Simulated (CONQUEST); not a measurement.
## Si2Mo under changes of volume

One of the cells (13.416 Å³/atom); the others are scaled copies at fixed shape and fractional positions:

```
CELL_PARAMETERS angstrom
3.20000 0.00000 0.00000
0.00000 3.20000 0.00000
0.00000 0.00000 7.86100
ATOMIC_POSITIONS crystal
Mo 0.00000 0.00000 0.00000
Mo 0.50000 0.50000 0.50000
Si 0.00000 0.00000 0.66700
Si 0.50000 0.50000 0.16700
Si 0.00000 0.00000 0.33300
Si 0.50000 0.50000 0.83300
```

- Program: CONQUEST 1.3
- Functional: PBEsol
- Potentials or basis: PseudoDojo NC PBEsol, DZP, grid of 32 × 32 × 80 points
- k mesh: 8 × 8 × 4
- Occupations: fermi-dirac, width 0.05 eV
- Spin: no spin polarisation

```csv
volume (Å³/atom),energy over the lowest point (meV/atom),pressure (GPa),largest force (eV/Å)
12.611,35.17,15.4,0.304
12.879,14.81,9.2,0.312
13.148,3.59,4.5,0.349
13.416,0.00,0.1,0.386
13.684,3.52,-4.2,0.393
13.953,13.59,-8.0,0.431
14.221,?,?,?
```

Question: What does the run at 14.221 Å³/atom give?

Answer: Energy over the lowest point 29.44 meV/atom; pressure -11.0 GPa; largest force 0.446 eV/Å.

Worked out: A Birch-Murnaghan fit of order 3 (a polynomial in V^(-2/3)) to the other rows has its minimum at 13.41 Å³/atom with B0 = V·E''(V) = 212 GPa and B' = 4.5 at fixed shape and positions, which overstates the stiffness. It gives 29.20 meV/atom at 14.221 Å³/atom, against the run's 29.44, and -dE/dV = -10.9 GPa, against -11.0.

Energies are extrapolated to zero smearing.

Caveats: the basis of atomic orbitals isn't converged, which shifts pressures, moduli and gaps.
